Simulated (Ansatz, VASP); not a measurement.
**Two plane-wave programs on SnTe**

```
Sn Te
1.0
     3.90470    0.00000    0.00000
     0.00000    3.90470    0.00000
     0.00000    0.00000    3.90470
Sn Te
1 1
Direct
  0.00000 0.00000 0.00000
  0.50000 0.50000 0.50000
```

Measurements of this composition are mostly on another form, of space group No. 225.

Alike in both runs: task single point; functional PBE; dispersion D3(BJ); k mesh 14 × 14 × 14; occupations gaussian, width 0.15 eV; no spin polarisation.

|  | VASP | Ansatz |
| --- | --- | --- |
| version | VASP 6.6.1 | Ansatz 0.2.0 |
| potentials or method | VASP PAW PBE potentials, release 64 (Sn_d, Te) | scalar-relativistic, plane waves, PAW |
| plane-wave cutoff (eV) | 520 | 420 |
| valence electrons in the cell | 20 | 30 |

```csv
,VASP,Ansatz,Ansatz less VASP
gap on the k mesh at the Fermi level (eV),none,none,-
pressure (GPa),-2.6,-2.6,+0.04
```

A gap of «none» marks a metal or a gap that the smearing closes. The two sets of potentials don't hold the same shells in valence. Ansatz warned: «dispersion_switch_in_reach».

Caveats: pairwise dispersion overbinds metals, which lowers pressure and volume. The runs have no spin-orbit coupling, so splittings on Te are missing.
